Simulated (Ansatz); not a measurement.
Cs (hcp type), DFT, PBE, all-electron LAPW, scalar-relativistic (Ansatz 0.2.0), on 1 thread of Arm Neoverse V1 (shared host).

Command: `ansatz run input.yaml --threads 1 --pin off --max-ram 2048MiB --backend cpu --events-out ev --progress --plain --runs-dir out`

```yaml
crystal:
  lattice:
    - [4.2127770087, 0.0, 0.0]
    - [-2.1063885043, 3.64837191, 0.0]
    - [0.0, 0.0, 6.8246987541]
  atoms:
    - { symbol: Cs, position: [0.3333333333, 0.6666666667, 0.25] }
    - { symbol: Cs, position: [0.6666666667, 0.3333333333, 0.75] }
kpoints:
  mp_grid: { grid: [8, 8, 5] }
scf:
  occupations: { method: fermi_dirac, width: 0.05 }
hamiltonian:
  xc: pbe
  pseudopotentials: { kind: all_electron, lapw: { basis_error: 0.001 } }
output:
  forces: true
  stress: true
  eigenvalues: true
  populations: true
```

(1) How large is the problem that the program sets up?

(2) About how long does it take?

Answers

(1) 30 irreducible k-points, 159 plane waves at Γ, 30 bands.

(2) 7.2 s of wall time for 8 SCF iterations. Times on shared machines scatter by tens of per cent.
